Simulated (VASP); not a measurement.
A run of VASP 6.6.1:

File INCAR:

```
  PREC = Accurate
  ENCUT = 600
  EDIFF = 1E-7
  ISMEAR = 0
  SIGMA = 0.03
  LREAL = False
  LASPH = True
  NELM = 80
  ALGO = Normal
  ISIF = 3
  LWAVE = False
  LCHARG = False
  GGA = CA
  IBRION = 2
  NSW = 90
  EDIFFG = -0.005
```

File KPOINTS:

```
regular mesh
0
Gamma
  8 8 8
```

Contents of POSCAR:

```
KBr                                     
1.0
    0.0000000000      3.1909146434      3.1909146434
    3.1909146434      0.0000000000      3.1909146434
    3.1909146434      3.1909146434      0.0000000000
  K               Br            
     1     1
Direct
     1.0000000000000000    0.0000000000000000    0.0000000000000000
     0.5000000000000000    0.5000000000000000    0.5000000000000000
```

Potentials or basis: VASP PAW LDA potentials, release 64 (K_sv, Br).

Command:

```sh
$ cat potpaw_LDA.64/K_sv/POTCAR potpaw_LDA.64/Br/POTCAR > POTCAR
$ mpirun -np 1 vasp_std > vasp.out
```

Hardware: 1 thread of Intel(R) Xeon(R) 6975P-C (Granite Rapids), with other jobs on the host.

Estimate the wall time of this run.

Run time: 11 s on 1 thread of Intel(R) Xeon(R) 6975P-C (Granite Rapids) (shared host), peak memory 0.18 GiB. Counts: scf iterations 13, k points 29, ion steps 1.
